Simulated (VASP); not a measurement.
# Pd (Fm-3m) in VASP: band structure with PBEsol

Aim: the band structure of Pd with PBEsol.

Program: VASP 6.6.1. These are calculated values, not measurements. Logs are shortened: lines on timing, memory, paths and dates and some standing lists are left out, and cuts for length are marked.

### 1 The crystal as given

The structure is cubic, space group Fm-3m (No. 225). The conventional cell has a = 3.873 Å, b = 3.873 Å, c = 3.873 Å, α = 90.00°, β = 90.00°, γ = 90.00°. Around Pd (site symmetry m-3m) lie 12 Pd at 2.74 Å.

### 2 Band structure, PBEsol

INCAR

```
PREC     = Accurate       # precision mode
ENCUT    = 520            # plane-wave cutoff, eV
EDIFF    = 1E-6           # SCF threshold, eV
ISMEAR   = 1              # smearing method
SIGMA    = 0.1            # smearing width, eV
LREAL    = False          # projectors in reciprocal space
LASPH    = True           # aspherical terms in the spheres
NELM     = 80             # most SCF steps
ALGO     = Fast           # electronic algorithm
ISIF     = 2              # what is computed and relaxed
LWAVE    = False          # write WAVECAR
LCHARG   = False          # write CHGCAR
LMAXMIX  = 4              # l up to which the mixer works
GGA      = PS             # functional
NBANDS   = 11             # bands
ICORELEVEL= 1
```

KPOINTS

```
regular mesh
0
Gamma
  16 16 16
```

POSCAR

```
Pd                                      
1.0
    0.0000000000      1.9367489731      1.9367489731
    1.9367489731      0.0000000000      1.9367489731
    1.9367489731      1.9367489731      0.0000000000
  Pd            
     1
Direct
     0.0000000000000000    0.0000000000000000    0.0000000000000000
```

KPOINTS_OPT

```
explicit points
206
Reciprocal
 0.0000000000  0.0000000000  0.0000000000 1
 0.0263157895  0.0000000000  0.0263157895 1
 0.0526315789  0.0000000000  0.0526315789 1
 0.0789473684  0.0000000000  0.0789473684 1
 0.1052631579  0.0000000000  0.1052631579 1
 0.1315789474  0.0000000000  0.1315789474 1
[... 198 lines left out ...]
 0.5000000000  0.2500000000  0.7500000000 1
 0.5000000000  0.0000000000  0.5000000000 1
```

Potentials or basis: VASP PAW PBE potentials, release 64 (Pd).

Started as:

```console
$ cat potpaw_PBE.64/Pd/POTCAR > POTCAR
$ mpirun -np 1 vasp_std > vasp.out
```

OUTCAR:

```text
PREC = Accurate
   ENCUT = 520
   EDIFF = 1E-6
   ISMEAR = 1
   LREAL = False
   LASPH = True
   NELM = 80
   ISIF = 2
   GGA = PS

 ion  position               nearest neighbor table
   1  0.000  0.000  0.000-

  LATTYP: Found a face centered cubic cell.
 ALAT       =     3.8734979462

  Lattice vectors:

 A1 = (   0.0000000000,   1.9367489731,   1.9367489731)
 A2 = (   1.9367489731,   0.0000000000,   1.9367489731)
 A3 = (   1.9367489731,   1.9367489731,   0.0000000000)

Analysis of symmetry for initial positions (statically):
=====================================================================
 Subroutine PRICEL returns:
 Original cell was already a primitive cell.

 Routine SETGRP: Setting up the symmetry group for a
 face centered cubic supercell.

 Subroutine GETGRP returns: Found 48 space group operations
 (whereof 48 operations were pure point group operations)
 out of a pool of 48 trial point group operations.

The static configuration has the point symmetry O_h .

Analysis of symmetry for dynamics (positions and initial velocities):
=====================================================================
 Subroutine PRICEL returns:
 Original cell was already a primitive cell.

 Routine SETGRP: Setting up the symmetry group for a
 face centered cubic supercell.

 Subroutine GETGRP returns: Found 48 space group operations
 (whereof 48 operations were pure point group operations)
 out of a pool of 48 trial point group operations.

The dynamic configuration has the point symmetry O_h .

 Subroutine INISYM returns: Found 48 space group operations
 (whereof 48 operations are pure point group operations),
 and found     1 'primitive' translations

----------------------------------------------------------------------------------------

                                     Primitive cell

  volume of cell :      14.5295

  direct lattice vectors                    reciprocal lattice vectors
     0.000000000  1.936748973  1.936748973    -0.258164588  0.258164588  0.258164588
     1.936748973  0.000000000  1.936748973     0.258164588 -0.258164588  0.258164588
     1.936748973  1.936748973  0.000000000     0.258164588  0.258164588 -0.258164588

  length of vectors
     2.738976665  2.738976665  2.738976665     0.447154183  0.447154183  0.447154183

[... 83 lines left out ...]
   NFREE  =      0    steps in history (QN), initial steepest desc. (CG)
   ISIF   =      2    stress and relaxation
   ISYM   =      2    0-nonsym 1-usesym 2-fastsym
   POTIM  = 0.5000    time-step for ionic-motion
   TEBEG  =    0.0;   TEEND  =   0.0 temperature during run
   PSTRESS=    0.0 pullay stress
   NELECT =      10.0000    total number of electrons
   NUPDOWN=      -1.0000    fix difference up-down
   EMIN   =  10.00;   EMAX   =-10.00  energy-range for DOS
   EFERMI =   0.00;   METHOD = LEGACY
   ISMEAR =     1;   SIGMA  =   0.10  broadening in eV -4-tet -1-fermi 0-gaus
   EFERMI_NEDOS =   21; number of points for ismear=-14 and -15
   IALGO  =     68    algorithm
   IMIX   =      4    mixing-type and parameters
     AMIX     =   0.40;   BMIX     =  1.00
     AMIX_MAG =   1.60;   BMIX_MAG =  1.00
  volume/ion in A,a.u.               =      14.53        98.05
  Fermi-wavevector in a.u.,A,eV,Ry     =   1.445411  2.731432 28.425487  2.089214
  Thomas-Fermi vector in A             =   2.563596
   LORBIT       =      0    0 simple, 1 ext, 2 COOP (PROOUT), +10 PAW based schemes
   GGA     = PS    functional components
   LHFCALC =     F    Hartree Fock is set to
   AEXX    =    0.0000 exact exchange contribution
   IVDW    =     0    specifies the selected vdW correction
   LEPSILON=     F    determine dielectric tensor
   LRPA    =     F    only Hartree local field effects (RPA)
 non-spin polarized calculation
 RMM-DIIS sequential band-by-band and
 Methfessel and Paxton  Order N= 1 SIGMA  =   0.10
  energy-cutoff  :      520.00
  volume of cell :       14.53
 maximum number of plane-waves:       400
   NGX = 11   NGY = 11   NGZ = 11

 number of electron      10.0000002 magnetization

 Free energy of the ion-electron system (eV)
  ---------------------------------------------------
  ext. energy  EPLUGINS =         0.00000000
  ---------------------------------------------------
  free energy    TOTEN  =        -5.95961000 eV

  energy without entropy =       -5.95965331  energy(sigma->0) =       -5.95962444

 the core state eigenenergies are
   1-  1s -24150.6976  2s  -3517.0569  2p  -3151.8121  3s   -625.4147  3p   -505.4120
       3d   -314.9635  4s    -74.3348  4p    -40.0333

 E-fermi :   9.9005     XC(G=0): -13.4723

 val. band max:        9.8981512232   @ k =   0.5000   0.1250   0.0000
 cond. band min:       9.9057605313   @ k =   0.5000   0.3750   0.0625
 fundamental gap:      0.0076093081
 Fermi energy:         9.9004753366

 k-point     1 :       0.0000    0.0000    0.0000
  band No.  band energies     occupation
      1       2.5191      2.00000
      2       6.9633      2.00000
      3       6.9633      2.00000
      4       6.9633      2.00000
      5       8.6369      2.00000
      6       8.6369      2.00000
      7      27.0098      0.00000
      8      31.8658      0.00000
      9      31.8658      0.00000
     10      31.8658      0.00000
     11      37.1298      0.00000
[... 267 lines left out ...]
 k-point    21 :      -0.2500    0.0625    0.0000
  band No.  band energies     occupation
      1       4.4832      2.00000
      2       6.8837      2.00000
      3       7.2686      2.00000
      4       7.3160      2.00000
      5       8.6219      2.00000
      6       9.2941      2.00000
      7      23.7857      0.00000

------------------------ aborting loop because EDIFF is reached ----------------------------------------

  FORCE on cell =-STRESS in cart. coord.  units (eV):
  Direction    XX          YY          ZZ          XY          YZ          ZX
  --------------------------------------------------------------------------------------
  -------------------------------------------------------------------------------------
  Total       -0.0001878     -0.0001878     -0.0001878     -0.0000000      0.0000000      0.0000000
  in kB       -0.0207105     -0.0207105     -0.0207105     -0.0000000      0.0000000      0.0000000
  external PRESSURE =      -0.0207105 kB  Pullay stress =       0.0000000 kB

 VOLUME and BASIS-vectors are now :
 -----------------------------------------------------------------------------
  energy-cutoff  :      520.00
  volume of cell :       14.53
      direct lattice vectors                 reciprocal lattice vectors
     0.000000000  1.936748973  1.936748973    -0.258164588  0.258164588  0.258164588
     1.936748973  0.000000000  1.936748973     0.258164588 -0.258164588  0.258164588
     1.936748973  1.936748973  0.000000000     0.258164588  0.258164588 -0.258164588

 POSITION                                       TOTAL-FORCE (eV/Angst)
 -----------------------------------------------------------------------------------
      0.00000      0.00000      0.00000        -0.000000      0.000000     -0.000000
 -----------------------------------------------------------------------------------
    total drift:                                0.000000      0.000000      0.000000

  FREE ENERGIE OF THE ION-ELECTRON SYSTEM (eV)
  ---------------------------------------------------
  free  energy   TOTEN  =        -5.9596100020 eV

  energy  without entropy=       -5.9596533091  energy(sigma->0) =       -5.95962444
```

stdout:

```text
POSCAR found type information on POSCAR Pd
 POSCAR found :  1 types and       1 ions
 scaLAPACK will be used
 -----------------------------------------------------------------------------
|                                                                             |
|                                                                             |
|     You enforced a specific xc type in the INCAR file but a different       |
|     I HOPE YOU KNOW WHAT YOU ARE DOING!                                     |
|                                                                             |
 -----------------------------------------------------------------------------

 LDA part: xc-table for (Slater+PW92), standard interpolation
 POSCAR, INCAR and KPOINTS ok, starting setup
 FFT: planning ... GRIDC
 FFT: planning ... GRID_SOFT
 FFT: planning ... GRID
 WAVECAR not read
 entering main loop
 Start KPOINTS_OPT (optional k-point list driver)
k-point batch [1-145\206]
k-point batch [146-206\206]
```

Run time: 13 s. Hardware: 1 thread of Intel Xeon 6975P-C (Granite Rapids), shared host; peak memory 0.15 GiB.

Results:

| Item | Value |
| --- | --- |
| Free energy | -5.9596 eV |
| Pressure | 0.0 GPa |
| Band gap along the path | none (metal or under the smearing width) |

Levels at the corners of the path, in eV from the Fermi level:
| point | band 1 | band 2 | band 3 | band 4 | band 5 | band 6 | band 7 | band 8 | band 9 | band 10 |
| --- | --- | --- | --- | --- | --- | --- | --- | --- | --- | --- |
| Γ | -7.38 | -2.94 | -2.94 | -2.94 | -1.26 | -1.26 | 17.11 | 21.97 | 21.97 | 21.97 |
| X | -5.57 | -5.27 | -0.05 | 0.29 | 0.29 | 3.23 | 10.85 | 13.17 | 13.17 | 21.68 |
| X | -5.57 | -5.27 | -0.05 | 0.29 | 0.29 | 3.23 | 10.85 | 13.17 | 13.17 | 21.68 |
| W | -4.48 | -3.51 | -3.51 | -1.37 | 0.30 | 8.90 | 8.90 | 10.42 | 11.66 | 25.84 |
| W | -4.48 | -3.51 | -3.51 | -1.37 | 0.30 | 8.90 | 8.90 | 10.42 | 11.66 | 25.84 |
| K | -4.89 | -4.30 | -2.06 | -0.99 | -0.18 | 7.10 | 8.07 | 10.89 | 15.94 | 20.50 |
| K | -4.89 | -4.30 | -2.06 | -0.99 | -0.18 | 7.10 | 8.07 | 10.89 | 15.94 | 20.50 |
| Γ | -7.38 | -2.94 | -2.94 | -2.94 | -1.26 | -1.26 | 17.11 | 21.97 | 21.97 | 21.97 |
| Γ | -7.38 | -2.94 | -2.94 | -2.94 | -1.26 | -1.26 | 17.11 | 21.97 | 21.97 | 21.97 |
| L | -5.48 | -2.98 | -2.98 | -0.03 | -0.03 | 0.86 | 7.37 | 16.47 | 21.14 | 21.14 |
| L | -5.48 | -2.98 | -2.98 | -0.03 | -0.03 | 0.86 | 7.37 | 16.47 | 21.14 | 21.14 |
| U | -4.89 | -4.30 | -2.06 | -0.99 | -0.18 | 7.10 | 8.07 | 10.89 | 15.94 | 20.50 |
| U | -4.89 | -4.30 | -2.06 | -0.99 | -0.18 | 7.10 | 8.07 | 10.89 | 15.94 | 20.50 |
| W | -4.48 | -3.51 | -3.51 | -1.37 | 0.30 | 8.90 | 8.90 | 10.42 | 11.66 | 25.84 |
| W | -4.48 | -3.51 | -3.51 | -1.37 | 0.30 | 8.90 | 8.90 | 10.42 | 11.66 | 25.84 |
| L | -5.48 | -2.98 | -2.98 | -0.03 | -0.03 | 0.86 | 7.37 | 16.47 | 21.14 | 21.14 |
| L | -5.48 | -2.98 | -2.98 | -0.03 | -0.03 | 0.86 | 7.37 | 16.47 | 21.14 | 21.14 |
| K | -4.89 | -4.30 | -2.06 | -0.99 | -0.18 | 7.10 | 8.07 | 10.89 | 15.94 | 20.50 |
| U | -4.89 | -4.30 | -2.06 | -0.99 | -0.18 | 7.10 | 8.07 | 10.89 | 15.94 | 20.50 |
| X | -5.57 | -5.27 | -0.05 | 0.29 | 0.29 | 3.23 | 10.85 | 13.17 | 13.17 | 21.68 |

Core levels (eV, on the scale of the bands):
```
atom                                                                                    levels
1 Pd  1s -24150.7, 2s -3517.1, 2p -3151.8, 3s -625.4, 3p -505.4, 3d -315.0, 4s -74.3, 4p -40.0
```

Caveat: the PAW data sets were made with another functional, which shifts forces and pressure a little.
